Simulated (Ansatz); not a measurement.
# AlN: the cost of one run

Program: Ansatz 0.2.0. Level of theory: DFT PBE, scalar-relativistic, plane waves, PAW. These are calculated values, not measurements.

1 further run of the same task is left out (set aside as unsound or not needed).

## 1. The structure to begin with

The structure is cubic, space group Fm-3m (No. 225). Conventional cell: a = 4.071 Å, b = 4.071 Å, c = 4.071 Å, α = 90.00°, β = 90.00°, γ = 90.00°. Al (site symmetry m-3m) has 6 N at 2.04 Å as nearest neighbours. Around N (site symmetry m-3m) lie 6 Al at 2.04 Å.

Structure file:

```
Al N
1.0
     0.00000    2.03527    2.03527
     2.03527    0.00000    2.03527
     2.03527    2.03527    0.00000
Al N
1 1
Cartesian
  2.0353 2.0353 2.0353
  0.0000 0.0000 0.0000
```

The cell was relaxed beforehand at this level, from a generated guess; it needn't be the stable form of this composition. At a tolerance of 0.02 Å it has space group Fm-3m (No. 225); it has 8.43 Å³/atom, an uncorrected energy of -1.20 eV/atom over the elements.

## 2. Bands, states and charges

Contents of input.yaml:

```yaml
crystal:
  lattice:
    - [0.0, 2.0352676073, 2.0352676073]
    - [2.0352676073, 0.0, 2.0352676073]
    - [2.0352676073, 2.0352676073, 0.0]
  atoms:
    - { symbol: Al, position: [0.5, 0.5, 0.5] }
    - { symbol: "N", position: [0.0, 0.0, 0.0] }
basis:
  ecutwfc: 420
kpoints:
  mp_grid: { grid: [10, 10, 10] }
  band_path:
    path:
      - [[0.0, 0.0, 0.0], [0.5, 0.0, 0.5], [0.625, 0.25, 0.625]]
      - [[0.375, 0.375, 0.75], [0.0, 0.0, 0.0], [0.5, 0.5, 0.5], [0.5, 0.25, 0.75], [0.5, 0.0, 0.5]]
    npoints: 14
hamiltonian:
  xc: pbe
scf:
  occupations: { method: gaussian, width: 0.02 }
  n_extra_bands: 6
output:
  forces: true
  stress: true
  eigenvalues: true
  populations: true
  dos: { projected: true, de: 0.02, nscf_kmesh: { grid: [15, 15, 15] } }
  bader: true
  write_density: true
  write_potential: true
  elf: true
  volumetric_format: npy
```

Command:

```sh
$ ansatz run input.yaml --threads 1 --pin off --max-ram 2560MiB --backend cpu --events-out ev --progress --plain --runs-dir out
```

**Question.** How long does this run take on 1 thread of Arm Neoverse V1, shared host, and how much memory does it need?

About 13 s, with a peak of 0.25 GiB.
